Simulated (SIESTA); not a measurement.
## Sr under changes of volume

One of the cells (56.319 Å³/atom); the others are scaled copies at fixed shape and fractional positions:

```
CELL_PARAMETERS angstrom
0.00000 3.04235 3.04235
3.04235 0.00000 3.04235
3.04235 3.04235 0.00000
ATOMIC_POSITIONS crystal
Sr 0.00000 0.00000 0.00000
```

| Item | Value |
| --- | --- |
| Program | SIESTA 5.4.2 |
| Functional | LDA |
| Potentials or basis | PseudoDojo 0.4 standard (LDA files) |
| Basis | DZP (energy shift 0.003 Ry; two zetas on semicore shells; d shell added on Sr) |
| Grid cutoff | 500 Ry |
| Energy shift | 0.003 Ry |
| k mesh | 8 × 8 × 8 |
| Occupations | fermi-dirac, width 0.05 eV |
| Spin | no spin polarisation |

| volume (Å³/atom) | energy over the lowest point (meV/atom) | pressure (GPa) |
| --- | --- | --- |
| 52.940 | 0.00 | -1.0 |
| 54.067 | 8.40 | -1.3 |
| 55.193 | 18.23 | -1.4 |
| 56.319 | 29.37 | -1.6 |
| 57.446 | 41.62 | -1.8 |
| 58.572 | 54.87 | -1.9 |
| 59.698 | ? | ? |

Task: What does the run at 59.698 Å³/atom give?

Result: Energy over the lowest point 68.98 meV/atom; pressure -2.0 GPa.

Worked out: A Birch-Murnaghan fit of order 3 (a polynomial in V^(-2/3)) to the other rows has no minimum within the range. It gives 68.98 meV/atom at 59.698 Å³/atom, against the run's 68.98, and -dE/dV = -2.1 GPa, against -2.0.

Energies are extrapolated to zero smearing.

Caveats: the basis of atomic orbitals isn't converged, which shifts pressures, moduli and gaps.
